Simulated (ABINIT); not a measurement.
# Quasiparticle gap of KBr (Fm-3m) in ABINIT, part 2 of 3

How does a plane-wave GW calculation on KBr (Fm-3m) run from the first input to the gap?

ABINIT 10.8.3; PBE and many-body steps on it, plane waves. Known limits of the many-body steps: not at the basis limit; no spin-orbit coupling.

So far. Step 2 (Ground state): The gap is direct, at Γ.

### 3. Bands along the symmetry lines

Level of this step: DFT, PBE, plane waves, norm-conserving pseudopotentials (ABINIT).

The cheap functional maps the bands first; the places of the edges decide which points the dearer methods must see.

Contents of run.abi:

```
acell 3*1.0 Angstrom
rprim 
  0.000000000000 3.300000000000 3.300000000000
  3.300000000000 -0.000000000000 3.300000000000
  3.300000000000 3.300000000000 0.000000000000
ntypat 2
znucl 19 35
natom 2
typat 1 2
xred 
  0.000000000000 0.000000000000 0.000000000000
  0.500000000000 0.500000000000 0.500000000000
pp_dirpath "pseudos"
pseudos "K.upf, Br.upf"
ecut 33
iscf -2
irdden 1
kptopt 0
nkpt 50
kpt 
  0.00000000 0.00000000 0.00000000
  0.06250000 0.00000000 0.06250000
  0.12500000 0.00000000 0.12500000
  0.18750000 0.00000000 0.18750000
  0.25000000 0.00000000 0.25000000
  0.31250000 0.00000000 0.31250000
  0.37500000 0.00000000 0.37500000
  0.43750000 0.00000000 0.43750000
  0.50000000 0.00000000 0.50000000
  0.51562500 0.03125000 0.51562500
  0.53125000 0.06250000 0.53125000
  0.54687500 0.09375000 0.54687500
  0.56250000 0.12500000 0.56250000
  0.57812500 0.15625000 0.57812500
  0.59375000 0.18750000 0.59375000
  0.60937500 0.21875000 0.60937500
  0.62500000 0.25000000 0.62500000
  0.37500000 0.37500000 0.75000000
  0.32812500 0.32812500 0.65625000
  0.28125000 0.28125000 0.56250000
  0.23437500 0.23437500 0.46875000
  0.18750000 0.18750000 0.37500000
  0.14062500 0.14062500 0.28125000
  0.09375000 0.09375000 0.18750000
  0.04687500 0.04687500 0.09375000
  0.00000000 0.00000000 0.00000000
  0.06250000 0.06250000 0.06250000
  0.12500000 0.12500000 0.12500000
  0.18750000 0.18750000 0.18750000
  0.25000000 0.25000000 0.25000000
  0.31250000 0.31250000 0.31250000
  0.37500000 0.37500000 0.37500000
  0.43750000 0.43750000 0.43750000
  0.50000000 0.50000000 0.50000000
  0.50000000 0.46875000 0.53125000
  0.50000000 0.43750000 0.56250000
  0.50000000 0.40625000 0.59375000
  0.50000000 0.37500000 0.62500000
  0.50000000 0.34375000 0.65625000
  0.50000000 0.31250000 0.68750000
  0.50000000 0.28125000 0.71875000
  0.50000000 0.25000000 0.75000000
  0.50000000 0.21875000 0.71875000
  0.50000000 0.18750000 0.68750000
  0.50000000 0.15625000 0.65625000
  0.50000000 0.12500000 0.62500000
  0.50000000 0.09375000 0.59375000
  0.50000000 0.06250000 0.56250000
  0.50000000 0.03125000 0.53125000
  0.50000000 0.00000000 0.50000000
istwfk *1
nband 15
nbdbuf 2
tolwfr 1e-08
nstep 40
prtwf 0
prtvol 0
indata_prefix "in"
outdata_prefix "out"
tmpdata_prefix "tmp"
```

On the command line:

```
> OMP_NUM_THREADS=1 mpirun -n 4 abinit run.abi > log
```

Numbers of over 12 decimals in the logs are rounded to 6 here.

What it wrote:

```text
.Version 10.8.3 of ABINIT. v10.8.2 released Aug 2026.

 Symmetries : space group Fm -3 m (#225); Bravais cF (face-center cubic)
[... echo of the input left out ...]
== DATASET  1 ==================================================================
-   mpi_nproc: 4, omp_nthreads: 1 (-1 if OMP is not activated)

--- !DatasetInfo
iteration_state: {dtset: 1, }
dimensions: {natom: 2, nkpt: 50, mband: 15, nsppol: 1, nspinor: 1, nspden: 1, mpw: 4477, }
cutoff_energies: {ecut:  33.0, pawecutdg:  -1.0, }
electrons: {nelect:   1.60000000E+01, charge:   0.00000000E+00, occopt:   1.00000000E+00, tsmear:   1.00000000E-02, }

 Real(R)+Recip(G) space primitive vectors, cartesian coordinates (Bohr,Bohr^-1):
 R(1)=  0.0000000  6.2360962  6.2360962  G(1)= -0.0801784  0.0801784  0.0801784
 R(2)=  6.2360962  0.0000000  6.2360962  G(2)=  0.0801784 -0.0801784  0.0801784
 R(3)=  6.2360962  6.2360962  0.0000000  G(3)=  0.0801784  0.0801784 -0.0801784
 Unit cell volume ucvol=  4.8502979E+02 bohr^3
 Angles (23,13,12)=  6.00000000E+01  6.00000000E+01  6.00000000E+01 degrees

 getcut: wavevector=  0.0000  0.0000  0.0000  ngfft=  48  48  48
         ecut(hartree)=     33.000   => boxcut(ratio)=   2.10471

--- Pseudopotential description ------------------------------------------------
- K Generated using ONCVPSP code by D. R. Hamann
- 19.00000   9.00000  171031                  znucl, zion, pspdat
12 -101130 2 -1 2222                          pspcod,pspxc,lmax,lloc,mmax
     nproj     2     2     2
  pspatm : epsatm=    8.42413758
         --- l  ekb(1:nproj) -->
             0   10.871123    0.806704
             1    4.379001    0.553647
             2   -3.405842   -1.029115
 pspatm: atomic psp has been read  and splines computed

- Br Generated using ONCVPSP code by D. R. Hamann
- 35.00000   7.00000  171031                  znucl, zion, pspdat
12 -101130 2 -1 1098                          pspcod,pspxc,lmax,lloc,mmax
     nproj     2     2     2
  pspatm : epsatm=   11.64859065
         --- l  ekb(1:nproj) -->
[...]
pspatm: atomic psp has been read  and splines computed

--------------------------------------------------------------------------------

================================================================================
 prteigrs : about to open file out_EIG
 Non-SCF case, kpt    1 (  0.00000  0.00000  0.00000), residuals and eigenvalues=
  3.99E-09  7.97E-09  2.33E-09  3.70E-09  8.22E-09  3.70E-09  5.31E-09  6.01E-09
  5.68E-09  4.22E-09  6.53E-09  8.10E-09  3.46E-09  7.47E-09  2.30E-08
 -1.0212E+00 -4.5217E-01 -4.1398E-01 -4.1398E-01 -4.1398E-01 -3.5263E-04
 -3.5263E-04 -3.5263E-04  1.6266E-01  2.7924E-01  2.7924E-01  2.7924E-01
[...]
Non-SCF case, kpt    2 (  0.06250  0.00000  0.06250), residuals and eigenvalues=
  7.31E-09  2.21E-09  3.06E-09  8.49E-09  3.73E-09  5.15E-09  2.93E-09  7.07E-09
[...]
2.69E-09  3.86E-09  4.71E-09  5.47E-09  4.86E-09  4.97E-09  4.35E-09  7.71E-09
  9.78E-09  8.46E-09  5.05E-09  5.72E-09  5.43E-09  6.40E-09  4.33E-07
[...]
Non-SCF case, kpt   49 (  0.50000  0.03125  0.53125), residuals and eigenvalues=
[...]
Non-SCF case, kpt   50 (  0.50000  0.00000  0.50000), residuals and eigenvalues=
[...]
-1.0209E+00 -4.4859E-01 -4.1730E-01 -4.1530E-01 -4.1530E-01 -3.0181E-02
 -1.0823E-02 -1.0823E-02  2.1537E-01  2.6434E-01  3.4341E-01  3.4894E-01
[...]
--- !ResultsGS
iteration_state: {dtset: 1, }
comment   : Summary of ground state results
lattice_vectors:
- [  0.0000000,   6.2360962,   6.2360962, ]
- [  6.2360962,  -0.0000000,   6.2360962, ]
- [  6.2360962,   6.2360962,   0.0000000, ]
lattice_lengths: [   8.81917,    8.81917,    8.81917, ]
lattice_angles: [ 60.000,  60.000,  60.000, ] # degrees, (23, 13, 12)
lattice_volume:   4.8502979E+02
convergence: {deltae:  0.000E+00, res2:  0.000E+00, residm:  9.978E-09, diffor:  0.000E+00, }
etotal    :  -4.59180654E+01
entropy   :   0.00000000E+00
fermie    :  -3.52625943E-04
cartesian_stress_tensor: null
pressure_GPa: null
xred      :
- [  0.0000E+00,   0.0000E+00,   0.0000E+00,  K]
- [  5.0000E-01,   5.0000E-01,   5.0000E-01, Br]
cartesian_forces: null
force_length_stats: {min: null, max: null, mean: null, }

 Integrated electronic density in atomic spheres:
 ------------------------------------------------
 Atom  Sphere_radius  Integrated_density
[...]
================================================================================

 ----iterations are completed or convergence reached----

 Mean square residual over all n,k,spin=   61.973E-10; max=  99.776E-10
 reduced coordinates (array xred) for    2 atoms
       0.000000000000      0.000000000000      0.000000000000
       0.500000000000      0.500000000000      0.500000000000

 cartesian coordinates (angstrom) at end:
    1      0.000000     0.000000     0.000000
    2      3.300000     3.300000     3.300000
 length scales=  1.889726125908  1.889726125908  1.889726125908 bohr
              =  1.000000000000  1.000000000000  1.000000000000 angstroms
 prteigrs : about to open file out_EIG
 Eigenvalues (hartree) for nkpt=  50  k points:
 kpt#   1, nband= 15, wtk=  1.00000, kpt=  0.0000  0.0000  0.0000 (reduced coord)
[...]
kpt#   2, nband= 15, wtk=  1.00000, kpt=  0.0625  0.0000  0.0625 (reduced coord)
[...]
kpt#   3, nband= 15, wtk=  1.00000, kpt=  0.1250  0.0000  0.1250 (reduced coord)
[...]
kpt#  49, nband= 15, wtk=  1.00000, kpt=  0.5000  0.0313  0.5313 (reduced coord)
  -1.02093   -0.44874   -0.41728   -0.41532   -0.41510   -0.03004   -0.01119   -0.01107
   0.21637    0.26555    0.34414    0.34666    0.35382    0.39343    0.39460
 kpt#  50, nband= 15, wtk=  1.00000, kpt=  0.5000  0.0000  0.5000 (reduced coord)
  -1.02093   -0.44859   -0.41730   -0.41530   -0.41530   -0.03018   -0.01082   -0.01082
   0.21537    0.26434    0.34341    0.34894    0.35447    0.39339    0.39339

== END DATASET(S) ==============================================================
================================================================================

 -outvars: echo values of variables after computation  --------
            nband          15
             nkpt          50
          spgroup         225
 [... the other variables as echoed above ...]

 Calculation completed.
```

It took 15 s on 4 MPI ranks of Intel Xeon 6975P-C (Granite Rapids), shared host; peak memory 0.35 GiB; 58 s of CPU time.

This step gave:

| Property | Result |
| --- | --- |
| gap | 4.436 eV |
| k of the valence top | 0, 0, 0 |
| k of the conduction bottom | 0, 0, 0 |
| least direct gap | 4.436 eV |

The gap is 4.436 eV, as in the run before at this level.

Electronic bands along the path, in eV, zero at the top of the highest filled band; v1 is the highest filled band, c1 the lowest empty one:

```csv
point,v4,v3,v2,v1,c1,c2,c3,c4
Γ,-11.26,0.00,0.00,0.00,4.44,7.61,7.61,7.61
halfway,-11.17,-0.71,-0.16,-0.16,5.90,6.54,8.84,9.04
X,-11.29,-0.81,-0.28,-0.28,5.87,7.20,9.35,9.50
halfway,-11.26,-0.78,-0.40,-0.30,6.08,7.46,9.12,9.51
U,-11.18,-0.69,-0.64,-0.33,6.59,8.16,8.46,9.16
jump to K,-11.18,-0.69,-0.64,-0.33,6.59,8.16,8.46,9.16
halfway,-11.10,-0.78,-0.24,-0.24,6.16,7.28,8.38,8.88
Γ,-11.26,0.00,0.00,0.00,4.44,7.61,7.61,7.61
halfway,-11.12,-0.67,-0.17,-0.17,5.69,7.49,8.31,8.31
L,-11.01,-1.18,-0.33,-0.33,6.59,8.23,9.74,9.74
halfway,-11.09,-0.96,-0.47,-0.36,7.02,7.80,8.89,9.31
W,-11.16,-0.59,-0.59,-0.54,7.39,7.39,8.26,8.99
halfway,-11.22,-0.75,-0.41,-0.38,6.29,7.66,8.73,9.39
X,-11.29,-0.81,-0.28,-0.28,5.87,7.20,9.35,9.50
```

The electronic bands as a text plot (rows in eV, shown from -8.0 to 8.4 only):

```
    8.1 |+ ++            +++    +++++ ++ ++++  ++++++++  ++++
    7.4 |++++      ++++++   +++++++++++++++++++        +++++ ++++
    6.7 |    ++++++      +++  ++               ++++++++     +
    6.0 |     +++++++++++       +            ++              ++++
    5.3 |    +                   ++        ++
    4.7 |++++                      ++++++++
    4.0 |
    3.3 |
    2.6 |
    1.9 |
    1.2 |
    0.6 |
   -0.1 |************************************************    ****
   -0.8 |    **********************         *****   *************
   -1.5 |                                        ***
   -2.2 |
   -2.9 |
   -3.6 |
   -4.2 |
   -4.9 |
   -5.6 |
   -6.3 |
   -7.0 |
   -7.7 |
         Γ           X  U|K            Γ         L        W     X
```

### 4. Empty states on the mesh, 4×4×4 mesh, 298 bands

The sums over transitions need many empty states on a uniform mesh; this step solves for them.

Contents of run.abi:

```
acell 3*1.0 Angstrom
rprim 
  0.000000000000 3.300000000000 3.300000000000
  3.300000000000 -0.000000000000 3.300000000000
  3.300000000000 3.300000000000 0.000000000000
ntypat 2
znucl 19 35
natom 2
typat 1 2
xred 
  0.000000000000 0.000000000000 0.000000000000
  0.500000000000 0.500000000000 0.500000000000
pp_dirpath "pseudos"
pseudos "K.upf, Br.upf"
ecut 33
ngkpt 4 4 4
nshiftk 1
shiftk 0 0 0
kptopt 1
chksymbreak 0
irdden 1
istwfk *1
nband 298
prtvol 0
optdriver 6
gwr_task "HDIAGO"
paral_kgb 0
occopt 1
indata_prefix "in"
outdata_prefix "out"
tmpdata_prefix "tmp"
```

What it wrote:

```text
[banner, memory and clock lines left out]
.Version 10.8.3 of ABINIT. v10.8.2 released Aug 2026.

 Symmetries : space group Fm -3 m (#225); Bravais cF (face-center cubic)
[... echo of the input left out ...]
== DATASET  1 ==================================================================
-   mpi_nproc: 4, omp_nthreads: 1 (-1 if OMP is not activated)

--- !DatasetInfo
iteration_state: {dtset: 1, }
dimensions: {natom: 2, nkpt: 8, mband: 298, nsppol: 1, nspinor: 1, nspden: 1, mpw: 4477, }
cutoff_energies: {ecut:  33.0, pawecutdg:  -1.0, }
electrons: {nelect:   1.60000000E+01, charge:   0.00000000E+00, occopt:   1.00000000E+00, tsmear:   1.00000000E-02, }

.Using double precision arithmetic; gwpc =  8

- Reading GS density from: in_DEN

--- Pseudopotential description ------------------------------------------------
- K Generated using ONCVPSP code by D. R. Hamann
- 19.00000   9.00000  171031                  znucl, zion, pspdat
12 -101130 2 -1 2222                          pspcod,pspxc,lmax,lloc,mmax
     nproj     2     2     2
  pspatm : epsatm=    8.42413758
         --- l  ekb(1:nproj) -->
             0   10.871123    0.806704
             1    4.379001    0.553647
             2   -3.405842   -1.029115
 pspatm: atomic psp has been read  and splines computed

- Br Generated using ONCVPSP code by D. R. Hamann
- 35.00000   7.00000  171031                  znucl, zion, pspdat
12 -101130 2 -1 1098                          pspcod,pspxc,lmax,lloc,mmax
     nproj     2     2     2
  pspatm : epsatm=   11.64859065
         --- l  ekb(1:nproj) -->
             0    8.455549    0.878460
             1    5.292495    0.880691
             2    2.589748    0.385882
 pspatm: atomic psp has been read  and splines computed

   3.21163652E+02                                ecore*ucvol(ha*bohr**3)

 Total charge density [el/Bohr^3]
)     Maximum=    5.5720E-01  at reduced coord.    0.0833    0.9167    0.9583
)     Minimum=    7.1972E-04  at reduced coord.    0.5000    0.5000    0.5000
   Integrated=    1.6000E+01

 === KS gaps after direct diagonalization ===
 Direct band gap semiconductor
 Fundamental gap:     4.436 (eV)
   VBM:    -0.010 (eV) at k: [ 0.0000E+00,  0.0000E+00,  0.0000E+00]
   CBM:     4.426 (eV) at k: [ 0.0000E+00,  0.0000E+00,  0.0000E+00]
 Direct gap:         4.436 (eV) at k: [ 0.0000E+00,  0.0000E+00,  0.0000E+00]

== END DATASET(S) ==============================================================

 -outvars: echo values of variables after computation  --------
           etotal      0.0000000000E+00
            nband         298
             nkpt           8
          spgroup         225
 [... the other variables as echoed above ...]

 Calculation completed.
```

The job ended after 75 s (4 MPI ranks; peak memory 4.5 GiB).

This step gave:

```
gap                                                           : 4.436 eV
k of the valence top                                          : 0, 0, 0
k of the conduction bottom                                    : 0, 0, 0
least direct gap                                              : 4.436 eV
k points computed                                             : 8
lowest point of the top converged band, above the valence top : 137.3185 eV
```

On this mesh the gap is 4.436 eV.

### 5. Screening, 4×4×4 mesh, 290 bands, screening to 209.5 eV

The RPA dielectric matrix is built and inverted for each q.

This step: RPA screening on PBE, plane waves, norm-conserving pseudopotentials.

Edit run.abi of step 4 so:

```diff
@@ -20,10 +20,11 @@
 chksymbreak 0
-irdden 1
 istwfk *1
-nband 298
-prtvol 0
-optdriver 6
-gwr_task "HDIAGO"
-paral_kgb 0
 occopt 1
+irdwfk 1
+optdriver 3
+nband 290
+ecuteps 7.7
+inclvkb 2
+awtr 1
+symchi 1
 indata_prefix "in"
```

What it wrote:

```text
.Version 10.8.3 of ABINIT. v10.8.2 released Aug 2026.

 Symmetries : space group Fm -3 m (#225); Bravais cF (face-center cubic)
[... echo of the input left out ...]
== DATASET  1 ==================================================================
-   mpi_nproc: 4, omp_nthreads: 1 (-1 if OMP is not activated)

--- !DatasetInfo
iteration_state: {dtset: 1, }
dimensions: {natom: 2, nkpt: 8, mband: 290, nsppol: 1, nspinor: 1, nspden: 1, mpw: 4477, }
cutoff_energies: {ecut:  33.0, pawecutdg:  -1.0, }
electrons: {nelect:   1.60000000E+01, charge:   0.00000000E+00, occopt:   1.00000000E+00, tsmear:   1.00000000E-02, }

 SCREENING: Calculation of the susceptibility and dielectric matrices

 Based on a program developped by R.W. Godby, V. Olevano, G. Onida, and L. Reining.
 Incorporated in ABINIT by V. Olevano, G.-M. Rignanese, and M. Torrent.
.Using double precision arithmetic ; gwpc =  8

[... cell and pseudopotentials left out ...]
--------------------------------------------------------------------------------

 ==== K-mesh for the wavefunctions ====
 Number of points in the irreducible wedge :     8
[... list of points left out ...]
 Together with 48 symmetry operations and time-reversal symmetry
 yields    64 points in the full Brillouin Zone.

 ==== Q-mesh for the screening function ====
 Number of points in the irreducible wedge :     8
[... list of points left out ...]
 Together with 48 symmetry operations and time-reversal symmetry
 yields    64 points in the full Brillouin Zone.

 setmesh: FFT mesh size selected  =    36x   36x   36
          total number of points  =        46656

 vcoul_init : cutoff-mode = AUXILIARY_FUNCTION
 q-points for optical limit:   1
     1)      0.000010    0.000020    0.000030

- screening: taking advantage of time-reversal symmetry
- Maximum band index for partially occupied states nbvw = 8
- Remaining bands to be divided among processors   nbcw = 282
- Number of bands treated by each node ~70

 Number of electrons calculated from density =   16.0000; Expected =   16.0000
 average of density, n =  0.032988
 r_s =    1.9343
 omega_plasma =   17.5199 [eV]

 calculating chi0 at frequencies [eV] :
  1    0.000000E+00    0.000000E+00
  2    0.000000E+00    1.751989E+01

--------------------------------------------------------------------------------
  q-point number  1        q = ( 0.000000, 0.000000, 0.000000) [r.l.u.]
--------------------------------------------------------------------------------
[... chi0 elements left out ...]
 For q-point:  0.000010 0.000020 0.000030
  dielectric constant =   2.3739
  dielectric constant without local fields =   2.8541

  Average fulfillment of the sum rule on Im[epsilon] for q-point    1 :     87.96  [%]
[... wings left out ...]
  q-point number  2        q = ( 0.250000, 0.000000, 0.000000) [r.l.u.]
--------------------------------------------------------------------------------
[... chi0 elements left out ...]
  Average fulfillment of the sum rule on Im[epsilon] for q-point    2 :     90.95  [%]

 [... 6 further q-points ...]
```

Run time: 86 s. Hardware: 4 MPI ranks; peak memory 2.5 GiB; 5.7 min of CPU time.

This step gave:

```yaml
eps_infinity_with_local_fields_on_this_mesh_along_the_program_s_q_direction: 2.374
the_same_without_local_fields: 2.854
plasma_frequency: 17.52 eV
plane_waves_in_the_screening_matrix: 531
```

Local fields lower ε∞ by 17 %.

(Continued in part 3 of 3.)

[Paths, hosts, dates, memory and timing lines, banners, echoed tables and standing remarks are left out of the program output.]

[Logs are printed without paths, hosts, clocks, repeated set-up lines and the standing remarks that a program may print on its own settings, such as how far it seeks lower states.]

[Runs of the session that timed out or met a known fault of the program may be left out.]

[Hosts, paths, dates, database ids (printed as entryN), source tags and the programs' standing remarks are cut or masked in the printed files.]

[G0W0 gaps are taken among the corrected bands and points alone; a level outside them can change the order at an edge.]

[Where Ansatz stands beside ABINIT at settings called matched, ABINIT's density can come from a denser mesh and the files from another edition; pairs whose starting gaps differed by over 0.03 eV were left out, so agreement reads better than it is.]
